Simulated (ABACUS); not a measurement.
Lu in ABACUS: the effect of functional

The system is Lu.

```
CELL_PARAMETERS angstrom
3.52630 0.00000 0.00000
-1.76315 3.05387 0.00000
0.00000 0.00000 5.58766
ATOMIC_POSITIONS crystal
Lu 0.66667 0.33333 0.75000
Lu 0.33333 0.66667 0.25000
```

The cell isn't the ideal one: volume scaled by 1.02.

Alike in all runs:

* Program: ABACUS 3.10.1
* Task: equation of state
* Potentials or basis: PseudoDojo NC SR 0.4.1 PBE standard
* Cutoff: 1361 eV
* Density cutoff: 5442 eV
* Basis: plane waves
* k mesh: 6 × 6 × 4
* Occupations: fermi-dirac, width 0.05 eV
* Spin: no spin polarisation

```tsv
functional	pressure (GPa)
LDA	-7.1
PBE	-1.6
PBEsol	?
PW91	-2.1
BLYP	-0.8
```

Task: What does the run with functional PBEsol give?

Result: Pressure -4.2 GPa.

Caveats: the potentials were made for another functional, which shifts forces and pressure (some runs).
